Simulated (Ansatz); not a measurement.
Write the native input for Ansatz 0.2.0 that does the following.

```yaml
Task: single point
Functional: PBE
Potentials_or_basis: Ansatz PAW
Cutoff: "420 eV (not typed: the program's choice for these potentials)"
k_mesh: 10 × 10 × 10
Occupations: gaussian, width 0.011 eV
Spin: no spin polarisation
```

Crystal: ZrC.

```
Zr C
1.0
     0.00000    2.36500    2.36500
     2.36500    0.00000    2.36500
     2.36500    2.36500    0.00000
Zr C
1 1
Direct
  0.50000 0.50000 0.50000
  0.00000 0.00000 0.00000
```

These files were run (other wordings do the same):

input.yaml

```yaml
crystal:
  lattice:
    - [0.0, 2.365, 2.365]
    - [2.365, 0.0, 2.365]
    - [2.365, 2.365, 0.0]
  atoms:
    - { symbol: Zr, position: [0.5, 0.5, 0.5] }
    - { symbol: C, position: [0.0, 0.0, 0.0] }
hamiltonian:
  xc: pbe
  pseudopotentials: { kind: paw }
kpoints:
  mp_grid: { grid: [10, 10, 10] }
scf:
  occupations: { method: gaussian, width: 0.011 }
output:
  forces: true
  stress: true
  eigenvalues: true
  write_density: true
  write_potential: true
  elf: true
  volumetric_format: npy
```

Potentials or basis: Ansatz PAW.

Run with:

```bash
$ ansatz run input.yaml --threads 2 --pin off --max-ram 5632MiB --backend cpu --events-out ev --progress --plain --runs-dir out
```

Results of the run:

- Pressure: -3.0 GPa
- Band gap on the k mesh: 0.10 eV

It took 0.82 s on 2 threads of Arm Neoverse V1, on a shared host, peak memory 0.29 GiB.
